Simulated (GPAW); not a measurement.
# Ru (P6_3/mmc) in GPAW: further runs

One crystal, Ru, is run at these levels: PBE, LDA, C09-vdW; tasks: band structure, equation of state.

All numbers are computed with GPAW 26.7.0; they aren't measurements. Logs are shortened: lines on timing, memory, paths and dates and some standing lists are left out, and cuts for length are marked. The log counts tension as positive stress, the text compression.

## (1) The crystal as given

Symmetry: P6_3/mmc, No. 194, hexagonal system. Conventional cell: a = 2.706 Å, b = 2.706 Å, c = 4.282 Å, α = 90.00°, β = 90.00°, γ = 120.00°. Ru (site symmetry -6m2) has 12 Ru at 2.65 to 2.71 Å as nearest neighbours.

## (2) Band structure, PBE

Contents of run.py:

```python
from ase import Atoms
from ase.dft.bandgap import bandgap
from ase.io import write
from ase.units import GPa
from gpaw import GPAW, PW, setup_paths

setup_paths.insert(0, '.')

atoms = Atoms(['Ru', 'Ru'],
              cell=[[2.7058, 0.0, 0.0],
                    [-1.3529, 2.3432915376, 0.0],
                    [0.0, 0.0, 4.2819]],
              scaled_positions=[[0.6666666667, 0.3333333333, 0.75],
                                [0.3333333333, 0.6666666667, 0.25]],
              pbc=True)

calc = GPAW(mode=PW(600),
            xc='PBE',
            kpts={'size': (8, 8, 5), 'gamma': True},
            occupations={'name': 'fermi-dirac', 'width': 0.05},
            setups={'Ru': 'jth'},
            nbands=-13,
            convergence={'density': 1e-05, 'energy': 1e-05},
            maxiter=150,
            txt='gpaw.txt')
atoms.calc = calc
energy = atoms.get_potential_energy()
forces = atoms.get_forces()
stress = atoms.get_stress()
calc.write('gs.gpw')
write('result.traj', atoms)
print(f'Energy: {energy:.6f} eV')
print('Forces (eV/A):')
print(forces.round(4))
print('Stress (GPa):', (stress / GPa).round(3))
print('Fermi level:', round(calc.get_fermi_level(), 4), 'eV')
print(f'Gap: {bandgap(calc)[0]:.4f} eV, direct: {bandgap(calc, direct=True)[0]:.4f} eV')

path = atoms.cell.bandpath('GMKGALHA,LM,KH', npoints=80, eps=1e-4)
bs_calc = calc.fixed_density(kpts=path, symmetry='off', nbands=-21,
                             convergence={'bands': 'CBM+6.0', 'eigenstates': 1e-6}, txt='bands.txt')
bs = bs_calc.band_structure()
bs.write('bs.json')
print(f'Gap on the path: {bandgap(bs_calc)[0]:.4f} eV')
```

Potentials or basis: JTH PAW 2.0, PBE, pw.

On the command line:

```sh
$ OMP_NUM_THREADS=1 python run.py
```

gpaw.txt:

```text
__  _  _
 | _ |_)|_||  |
 |__||  | ||/\| - 26.7.0

Input parameters:
  mode=PW(ecut=600.0),
  convergence={'density': 1e-05, 'energy': 1e-05},
  kpts=MonkhorstPack(size=(8, 8, 5), gamma=True),
  maxiter=150,
  nbands=-13,
  occupations=Occupations(name='fermi-dirac', width=0.05),
  setups={'Ru': 'jth'},
  xc=XC(name='PBE')

Diagonalizing LCAO Hamiltonian
Converting LCAO to pw mode

          Ru

        Ru

Atoms  # Å, Bohr magnetons
|   | symbol |         x |        y |        z |    initial magnetic moments |
|---|--------|-----------|----------|----------|-----------------------------|
| 0 |     Ru |  1.352900 | 0.781097 | 3.211425 | ( 0.0000,  0.0000,  0.0000) |
| 1 |     Ru | -0.000000 | 1.562194 | 1.070475 | ( 0.0000,  0.0000,  0.0000) |

Unit cell  # Å
| periodic |         x |        y |        z |  lengths |     angles |
|----------|-----------|----------|----------|----------|------------|
|      yes |  2.705800 | 0.000000 | 0.000000 | 2.705800 |  90.000000 |
|      yes | -1.352900 | 2.343292 | 0.000000 | 2.705800 |  90.000000 |
|      yes |  0.000000 | 0.000000 | 4.281900 | 4.281900 | 120.000000 |

Number of symmetries: 12
Symmetry operations  # r_c * U_cc + t_c -> r_c
|    | kind |            matrix            |
|----|------|------------------------------|
|  0 |  σ   |  1, 1, 0,  0,-1, 0,  0, 0, 1 |
|  1 |  S6  |  1, 1, 0, -1, 0, 0,  0, 0,-1 |
|  2 |  E   |  1, 0, 0,  0, 1, 0,  0, 0, 1 |
|  3 |  C2  |  1, 0, 0, -1,-1, 0,  0, 0,-1 |
|  4 |  C2  |  0, 1, 0,  1, 0, 0,  0, 0,-1 |
|  5 |  C3  |  0, 1, 0, -1,-1, 0,  0, 0, 1 |
|  6 |  S6  |  0,-1, 0,  1, 1, 0,  0, 0,-1 |
|  7 |  σ   |  0,-1, 0, -1, 0, 0,  0, 0, 1 |
|  8 |  σ   | -1, 0, 0,  1, 1, 0,  0, 0, 1 |
|  9 |  i   | -1, 0, 0,  0,-1, 0,  0, 0,-1 |
| 10 |  C3  | -1,-1, 0,  1, 0, 0,  0, 0, 1 |
| 11 |  C2  | -1,-1, 0,  0, 1, 0,  0, 0,-1 |

BZ-sampling:
  Number of BZ points: 320
  Number of IBZ points: 40

  Monkhorst-Pack size: [8, 8, 5]
  Monkhorst-Pack shift: [0.0625, 0.0625, 0.0]

K-points  # in reciprocal-cell coordinates
|     |                                coordinates |     weight |
|-----|--------------------------------------------|------------|
|   0 | (  0.00000000,   0.00000000,   0.00000000) | 0.00312500 |
|   1 | (  0.00000000,   0.00000000,   0.20000000) | 0.00625000 |
|   2 | (  0.00000000,   0.00000000,   0.40000000) | 0.00625000 |
|   3 | (  0.12500000,   0.00000000,  -0.40000000) | 0.01875000 |
|   4 | (  0.12500000,   0.00000000,  -0.20000000) | 0.01875000 |
|   5 | (  0.12500000,   0.00000000,   0.00000000) | 0.01875000 |
|   6 | (  0.12500000,   0.00000000,   0.20000000) | 0.01875000 |
|   7 | (  0.12500000,   0.00000000,   0.40000000) | 0.01875000 |
|   8 | (  0.25000000,  -0.12500000,   0.00000000) | 0.01875000 |
|   9 | (  0.25000000,  -0.12500000,   0.20000000) | 0.03750000 |
| ... |                                            |            |
|  39 | (  0.50000000,   0.50000000,   0.40000000) | 0.01875000 |

Plane wave coefficients: 929
Cutoff: 600.0 eV

Spin-components: 1 (collinear spins)
Bands:           29
Projectors:      12
Spin-degeneracy: 2
Datatype:        complex128

Parallelization:
  kpt:    1
  domain: 1
  band:   1

Density:
  Valence electrons: 32.0
  Components: 1
  Grid points: [16 16 25]
  Charge: 0.0  # |e|

Potential:
  Grid points: [16 16 25]

species:
  Ru:
    name:    Ruthenium
    Z:       44.0
    valence: 16
    core:    28
    charge:  0.0  # [|e|]
    compensation charges:
      type: sinc
      rc: 1.06  # [Å]
      lmax: 2
    cutoffs:
      filter: 1.17  # [Å]
      core: 1.30  # [Å]
    projectors
    | kind |    occ | energy [eV] | rcut [Å] |
    |------|--------|-------------|----------|
    |   4s |  2.000 |     -76.371 |    1.170 |
    |   5s |  1.000 |      -4.240 |    1.170 |
    |   4p |  6.000 |     -46.416 |    1.170 |
    |    p |        |      40.817 |    1.170 |
    |   4d |  7.000 |      -5.202 |    1.117 |
    |    d |        |      54.423 |    1.117 |

    Using partial waves for Ru as LCAO basis

Reference energy: -246576.118020  # eV

eigensolver:
  PPCG
  Converge bands: occupied
  niter=2

density mixing:
  MSR1-Mixer
  Pratt-step length: 0.05
  Maximum mixing coefficient: 0.75
  Old densities: 10
  SVD Regularization: 0.005
  Good broyden scale: 1.0
  Trust region scale: 1.0
  Backstep threshold: 4.0
  History deletion threshold: 6.0
  Fourier metric: weight=20.0, sigma=0.015

occupation numbers:
  Fermi-Dirac:
    width: 0.0500  # eV

poisson solver:
  ecut: 4800.0  # eV

xc functional:
  name: PBE with 2 nearest neighbor stencil

convergence criteria:
- Maximum integral of absolute [dens]ity change: 1e-05 electrons / valence electron
- Maximum [total energy] change in last 3 cyles: 1e-05 eV / valence electron
- Maximum integral of absolute [eigenst]ate change: 4e-08 eV^2 / valence electron
maximum number of iterations: 150

SCF iterations
|iter     | |      energy | eigst |  dens |
|---------|-|-------------|-------|-------|
|iter:   1| |  -19.741297 | +0.72 |       |
|iter:   2| |  -19.470685 | -1.62 | -1.07 |
|iter:   3| |  -18.365376 | -0.73 | -1.11 |
|iter:   4| |  -18.350676 | -2.60 | -2.04 |
|iter:   5| |  -18.347218 | -3.36 | -2.27 |
|iter:   6| |  -18.347242 | -5.18 | -3.26 |
|iter:   7| |  -18.347251c| -5.68 | -3.67 |
|iter:   8| |  -18.347251c| -7.17 | -4.53 |
|iter:   9| |  -18.347251c| -8.24c| -5.17c|

Converged in 9 steps
Energy contributions relative to reference atoms: (reference = -246576.118020)

Energy contributions:
  Kinetic:          32.877676
  Coulomb:         -38.467979
  Zero:             -0.068898
  External:          0.000000
  Xc:              -12.683189
  Entropy:          -0.009723
  Spinorbit:         0.000000
  ----------------------------
  Free energy:     -18.352112
  Extrapolated:    -18.347251

dipole moment: (0.000000, 0.000000, 0.000001)  # |e|*Ang

Fermi level: 12.673
Eigenvalues  # (at kpt = [0.000, 0.000, 0.000])
| band index |      eig [eV] | occ [0-2] |
|------------|---------------|-----------|
|          0 |       -60.459 |     2.000 |
|        ... |               |           |
|          9 |         6.460 |     2.000 |
|         10 |        10.081 |     2.000 |
|         11 |        10.081 |     2.000 |
|         12 |        10.252 |     2.000 |
|         13 |        10.765 |     2.000 |
|         14 |        10.765 |     2.000 |
[... 8 lines left out ...]
|         23 |        30.877 |     0.000 |
|         24 |        35.607 |     0.000 |
|        ... |               |           |
|         28 |        37.590 |     0.000 |

No gap
No difference between direct/indirect transitions

Forces  # eV/Ang
|        x |        y |        z |
|----------|----------|----------|
| -0.00000 | -0.00000 |  0.00004 |  # Ru   0
|  0.00000 |  0.00000 | -0.00004 |  # Ru   1

Stress tensor  # eV/Ang^3
|         x |         y |         z |
|-----------|-----------|-----------|
| -0.025145 | -0.000000 |  0.000000 |
| -0.000000 | -0.025145 |  0.000000 |
|  0.000000 |  0.000000 | -0.019944 |

# Writing to gs.gpw (mode='')
```

Run time: 25 s. Hardware: 1 thread of Intel Xeon Platinum 8488C (Sapphire Rapids), shared host; peak memory 0.23 GiB.

What came out:

* Free energy: -18.3521 eV
* Pressure: 3.8 GPa
* Band gap along the path: none (metal or under the smearing width)

Levels at the corners of the path, in eV from the Fermi level:
| point | band 13 | band 14 | band 15 | band 16 | band 17 | band 18 | band 19 | band 20 |
| --- | --- | --- | --- | --- | --- | --- | --- | --- |
| Γ | -2.42 | -1.91 | -1.91 | -1.39 | -1.39 | 1.18 | 1.18 | 1.36 |
| M | -2.06 | -1.76 | -1.51 | 1.43 | 1.85 | 1.91 | 4.08 | 6.14 |
| K | -2.83 | -2.83 | -1.06 | 1.01 | 1.01 | 1.44 | 7.03 | 7.23 |
| Γ | -2.42 | -1.91 | -1.91 | -1.39 | -1.39 | 1.18 | 1.18 | 1.36 |
| A | -2.76 | -2.76 | -2.70 | -2.70 | 0.55 | 0.55 | 0.55 | 0.55 |
| L | -1.06 | -1.06 | 0.47 | 0.47 | 1.68 | 1.68 | 3.44 | 3.44 |
| H | -2.69 | -2.69 | -1.18 | -1.18 | 1.23 | 1.23 | 8.47 | 8.47 |
| A | -2.76 | -2.76 | -2.70 | -2.70 | 0.55 | 0.55 | 0.55 | 0.55 |
| L | -1.06 | -1.06 | 0.47 | 0.47 | 1.68 | 1.68 | 3.44 | 3.44 |
| M | -2.06 | -1.76 | -1.51 | 1.43 | 1.85 | 1.91 | 4.08 | 6.14 |
| K | -2.83 | -2.83 | -1.06 | 1.01 | 1.01 | 1.44 | 7.03 | 7.23 |
| H | -2.69 | -2.69 | -1.18 | -1.18 | 1.23 | 1.23 | 8.47 | 8.47 |

Caveat: the program truncates these outside data sets.

## (3) Equation of state, LDA

Contents of run.py:

```python
from ase import Atoms
from ase.eos import EquationOfState
from ase.io import Trajectory
from ase.units import GPa
from gpaw import GPAW, PW

atoms = Atoms(['Ru', 'Ru'],
              cell=[[2.7058, 0.0, 0.0],
                    [-1.3529, 2.3432915376, 0.0],
                    [0.0, 0.0, 4.2819]],
              scaled_positions=[[0.6666666667, 0.3333333333, 0.75],
                                [0.3333333333, 0.6666666667, 0.25]],
              pbc=True)

traj = Trajectory('eos.traj', 'w')
volumes, energies = [], []
for x in [0.94, 0.96, 0.98, 1.0, 1.02, 1.04, 1.06]:
    a = atoms.copy()
    a.set_cell(atoms.cell * x**(1 / 3), scale_atoms=True)
    calc = GPAW(mode=PW(600),
                xc='LDA',
                kpts={'size': (8, 8, 5), 'gamma': True},
                occupations={'name': 'fermi-dirac', 'width': 0.05},
                setups={'Ru': '8'},
                nbands=-13,
                convergence={'density': 1e-05, 'energy': 1e-05},
                maxiter=150,
                txt=f'eos-{x:.2f}.txt')
    a.calc = calc
    energies.append(a.get_potential_energy(force_consistent=True))
    volumes.append(a.get_volume())
    p = -a.get_stress()[:3].mean() / GPa
    calc.write(f'eos-{x:.2f}.gpw')
    traj.write(a)
    print(f'{x:.2f} {volumes[-1]:10.4f} A^3 {energies[-1]:14.6f} eV {p:9.3f} GPa', flush=True)

v0, e0, B = EquationOfState(volumes, energies, eos='birchmurnaghan').fit()
print(f'V0 = {v0:.4f} A^3, E0 = {e0:.6f} eV, B0 = {B / GPa:.2f} GPa')
```

Potentials or basis: the program's PAW data sets (release 1.2.1) made for this functional, other valence, pw.

On the command line:

```sh
$ OMP_NUM_THREADS=1 python run.py
```

Run time: 56 s. Hardware: 1 thread of Intel Xeon Platinum 8488C (Sapphire Rapids), shared host; peak memory 0.24 GiB.

Results (log left out):

```
Equilibrium volume                        : 13.47 Å³/atom
Bulk modulus at fixed shape and positions : 367 GPa
Pressure derivative of the bulk modulus   : 5.0
```

Energy against volume, from the lowest point:
```
volume (Å³/atom)  energy (meV/atom)
          12.760              46.76
          13.032              16.51
          13.303               1.49
          13.575               0.00
          13.846              10.55
          14.118              31.67
          14.389              62.20
```

Caveat: the cell was scaled at fixed shape and fractional positions, which overstates the stiffness of a crystal with free parameters, most of all of layers and chains.

## (4) Equation of state, C09-vdW

Edit run.py of step 3 so:

```diff
@@ -20,7 +20,6 @@
     calc = GPAW(mode=PW(600),
-                xc='LDA',
+                xc={'name': 'C09-vdW', 'backend': 'libvdwxc'},
                 kpts={'size': (8, 8, 5), 'gamma': True},
                 occupations={'name': 'fermi-dirac', 'width': 0.05},
-                setups={'Ru': '8'},
-                nbands=-13,
+                nbands=29,
                 convergence={'density': 1e-05, 'energy': 1e-05},
@@ -31,6 +30,5 @@
     volumes.append(a.get_volume())
-    p = -a.get_stress()[:3].mean() / GPa
     calc.write(f'eos-{x:.2f}.gpw')
     traj.write(a)
-    print(f'{x:.2f} {volumes[-1]:10.4f} A^3 {energies[-1]:14.6f} eV {p:9.3f} GPa', flush=True)
+    print(f'{x:.2f} {volumes[-1]:10.4f} A^3 {energies[-1]:14.6f} eV', flush=True)
```

Potentials or basis: GPAW PAW data sets (gpaw-data 1.2.1), pw.

On the command line:

```sh
$ OMP_NUM_THREADS=1 python run.py
```

Output:

```text
__  _  _
 | _ |_)|_||  |
 |__||  | ||/\| - 26.7.0

Input parameters:
  mode=PW(ecut=600.0),
  convergence={'density': 1e-05, 'energy': 1e-05},
  kpts=MonkhorstPack(size=(8, 8, 5), gamma=True),
  maxiter=150,
  nbands=29,
  occupations=Occupations(name='fermi-dirac', width=0.05),
  xc=XC(name='C09-vdW', backend='libvdwxc')

Diagonalizing LCAO Hamiltonian
Converting LCAO to pw mode

          Ru

        Ru

Atoms  # Å, Bohr magnetons
|   | symbol |         x |        y |        z |    initial magnetic moments |
|---|--------|-----------|----------|----------|-----------------------------|
| 0 |     Ru |  1.325282 | 0.765152 | 3.145867 | ( 0.0000,  0.0000,  0.0000) |
| 1 |     Ru | -0.000000 | 1.530304 | 1.048622 | ( 0.0000,  0.0000,  0.0000) |

Unit cell  # Å
| periodic |         x |        y |        z |  lengths |     angles |
|----------|-----------|----------|----------|----------|------------|
|      yes |  2.650564 | 0.000000 | 0.000000 | 2.650564 |  90.000000 |
|      yes | -1.325282 | 2.295456 | 0.000000 | 2.650564 |  90.000000 |
|      yes |  0.000000 | 0.000000 | 4.194490 | 4.194490 | 120.000000 |

Number of symmetries: 12
Symmetry operations  # r_c * U_cc + t_c -> r_c
|    | kind |            matrix            |
|----|------|------------------------------|
|  0 |  σ   |  1, 1, 0,  0,-1, 0,  0, 0, 1 |
|  1 |  S6  |  1, 1, 0, -1, 0, 0,  0, 0,-1 |
|  2 |  E   |  1, 0, 0,  0, 1, 0,  0, 0, 1 |
|  3 |  C2  |  1, 0, 0, -1,-1, 0,  0, 0,-1 |
|  4 |  C2  |  0, 1, 0,  1, 0, 0,  0, 0,-1 |
|  5 |  C3  |  0, 1, 0, -1,-1, 0,  0, 0, 1 |
|  6 |  S6  |  0,-1, 0,  1, 1, 0,  0, 0,-1 |
|  7 |  σ   |  0,-1, 0, -1, 0, 0,  0, 0, 1 |
[... 95 lines left out ...]

occupation numbers:
  Fermi-Dirac:
    width: 0.0500  # eV

poisson solver:
  ecut: 4800.0  # eV

xc functional:
  name: vdW-C09 with libvdwxc
  Mode: serial
  Semilocal: GGA_X_C09X+LDA_C_PW with 2 nearest neighbor stencil
  Corresponding non-local functional: vdW-DF
  Local blocksize: 30 x 30 x 48
  PAW datasets: PBE

convergence criteria:
- Maximum integral of absolute [dens]ity change: 1e-05 electrons / valence electron
- Maximum [total energy] change in last 3 cyles: 1e-05 eV / valence electron
- Maximum integral of absolute [eigenst]ate change: 4e-08 eV^2 / valence electron
maximum number of iterations: 150

SCF iterations
|iter     | |      energy | eigst |  dens |
|---------|-|-------------|-------|-------|
|iter:   1| |   67.810277 | +0.19 |       |
|iter:   2| |   68.117281 | -2.69 | -1.10 |
|iter:   3| |   69.327223 | -1.70 | -1.14 |
|iter:   4| |   69.334569 | -3.96 | -2.13 |
|iter:   5| |   69.336708 | -3.87 | -2.41 |
|iter:   6| |   69.336672 | -6.29 | -3.58 |
|iter:   7| |   69.336665c| -6.67 | -3.86 |
|iter:   8| |   69.336665c| -7.58c| -4.80 |
|iter:   9| |   69.336665c| -8.55c| -5.43c|

Converged in 9 steps
Energy contributions relative to reference atoms: (reference = -246490.249966)

Energy contributions:
  Kinetic:          12.935439
  Coulomb:         -17.123278
  Zero:             -0.561320
  External:          0.000000
  Xc:               74.090331
  Entropy:          -0.009017
  Spinorbit:         0.000000
  ----------------------------
  Free energy:      69.332157
  Extrapolated:     69.336665

dipole moment: (0.000000, 0.000000, 0.000001)  # |e|*Ang

Fermi level: 14.512
Eigenvalues  # (at kpt = [0.000, 0.000, 0.000])
| band index |      eig [eV] | occ [0-2] |
|------------|---------------|-----------|
|          0 |       -58.690 |     2.000 |
|        ... |               |           |
|          9 |         7.890 |     2.000 |
|         10 |        11.671 |     2.000 |
|         11 |        11.671 |     2.000 |
|         12 |        11.861 |     2.000 |
|         13 |        12.417 |     2.000 |
|         14 |        12.417 |     2.000 |
[... 8 lines left out ...]
|         23 |        33.445 |     0.000 |
|         24 |        38.783 |     0.000 |
|        ... |               |           |
|         28 |        40.211 |     0.000 |

No gap
No difference between direct/indirect transitions
# Writing to eos-0.94.gpw (mode='')
```

Wall time 82 s (1 thread of Intel Xeon Platinum 8488C (Sapphire Rapids), shared host); peak memory 0.22 GiB.

What came out:

* Equilibrium volume: 13.56 Å³/atom
* Bulk modulus at fixed shape and positions: 327 GPa
* Pressure derivative of the bulk modulus: 4.7

Energy against volume, from the lowest point:
| volume (Å³/atom) | energy (meV/atom) |
| --- | --- |
| 12.760 | 53.58 |
| 13.032 | 22.36 |
| 13.303 | 4.99 |
| 13.575 | 0.00 |
| 13.846 | 6.07 |
| 14.118 | 21.92 |
| 14.389 | 46.55 |

Caveat: the cell was scaled at fixed shape and fractional positions, which overstates the stiffness of a crystal with free parameters, most of all of layers and chains; the PAW data sets were made with another functional, which shifts forces and pressure a little.

## (5) Overview

```csv
task,level,potentials or basis,band path,band points,data set,V0 of scaled cells (Å³/atom),B0 (GPa)
band structure,PBE,"JTH PAW 2.0, PBE, pw","GMKGALHA,LM,KH",80,Ru jth,-,-
equation of state,LDA,"the program's PAW data sets (release 1.2.1) made for this functional, other valence, pw",-,-,Ru 8,13.47,367
equation of state,C09-vdW,"GPAW PAW data sets (gpaw-data 1.2.1), pw",-,-,-,13.56,327
```

Alike in all rows: no spin polarisation; cell as given; k mesh 8 × 8 × 5; cutoff (eV) 600; smearing fermi-dirac 0.05 eV.

Caveats: the cell was scaled at fixed shape and fractional positions, which overstates the stiffness of a crystal with free parameters, most of all of layers and chains (some runs); the program truncates these outside data sets (some runs); the PAW data sets were made with another functional, which shifts forces and pressure a little (some runs).

Total energies depend on the potentials used, so only differences within one code and one set of settings carry meaning.
